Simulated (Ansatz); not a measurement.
System: YN (rock salt type, first atom moved by 0.06 Å along [111]), 2 atoms in the cell.

```yaml
crystal:
  lattice:
    - [0.00000, 2.46000, 2.46000]
    - [2.46000, 0.00000, 2.46000]
    - [2.46000, 2.46000, 0.00000]
  atoms:
    - { symbol: Y, position: [0.00704, 0.00704, 0.00704] }
    - { symbol: N, position: [0.50000, 0.50000, 0.50000] }
```
Lattice in Å, positions in fractions of it.

Code and potentials: Ansatz PAW hard set, 700 eV. Settings: k-mesh 4×4×4 Γ-centred; Fermi–Dirac smearing of 0.05 eV; no spin polarisation. For HSE06: exchange singularity: Wigner-Seitz. For PBE0: exchange singularity: Wigner-Seitz.

One run gave:

```yaml
Pressure: -3.31 GPa
Gap_on_the_mesh: 1.90 eV
```

| atom | Fx (eV/Å) | Fy (eV/Å) | Fz (eV/Å) |
| --- | --- | --- | --- |
| Y1 | 0.008 | 0.008 | 0.008 |
| N2 | -0.008 | -0.008 | -0.008 |

Problem. Which level of theory was it?
A. HSE06
B. PBE
C. PBE0

Solution. C. All runs:

```csv
level,pressure (GPa),gap (eV),rms force (eV/Å)
PBE,-0.81,0.31,0.125
HSE06,-3.37,1.21,0.022
PBE0,-3.31,1.90,0.014
```

The stress includes the program's correction for the finite plane-wave basis.

The k-mesh is coarse, so these values belong to this mesh and can lie far from the converged ones. Where the force pushes the moved atom further off its site, the soft mode may be real or faked by the k-mesh. A gap read on the mesh is an upper bound of this method's gap, since the mesh can miss a band edge. Spin–orbit coupling is left out; with heavy elements it can shift the gap and split levels by tenths of an eV. Potentials made with PBE were used with another functional (at least in: Ansatz PAW hard set, 700 eV (HSE06); Ansatz PAW hard set, 700 eV (PBE0)). Semilocal functionals give gaps that mostly lie well below measured ones.
